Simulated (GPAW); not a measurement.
Zn:

```
Zn
1.0
    -1.56904    1.56904    1.56904
     1.56904   -1.56904    1.56904
     1.56904    1.56904   -1.56904
Zn
1
Direct
  0.00000 0.00000 0.00000
```

This isn't the form of Zn at room conditions, which is hcp.

* Program: GPAW 26.7.0
* Task: relaxation of cell and atoms
* Functional: PBEsol
* Potentials or basis: PAW data sets generated in the run's folder for this functional
* Cutoff: 600 eV
* Basis: pw
* k mesh: 12 × 12 × 12
* Occupations: fermi-dirac, width 0.05 eV
* Spin: no spin polarisation

At the start: pressure -5.4 GPa; volume 15.45 Å³/atom.

Question: Where does the relaxation end?

Answer: Over 4 steps the energy falls by 22.8 meV/atom and the volume is 14.24 Å³/atom (-7.8 %); space group Im-3m (No. 229, to 0.05 Å).

The path:
```
step  energy change (eV)  largest force (eV/Å)  pressure (GPa)  volume (Å³)
   1              0.0000                0.0000           -5.42        15.45
   2             -0.0101                0.0000           -4.21        15.11
   3             -0.0225                0.0000            0.90        14.07
   4             -0.0228                0.0000           -0.13        14.24
```

Final structure:
```
Zn
1.0
    -1.52693    1.52693    1.52693
     1.52693   -1.52693    1.52693
     1.52693    1.52693   -1.52693
Zn
1
Direct
  0.00000 0.00000 0.00000
```

Caveat: later steps reuse the first step's grids.
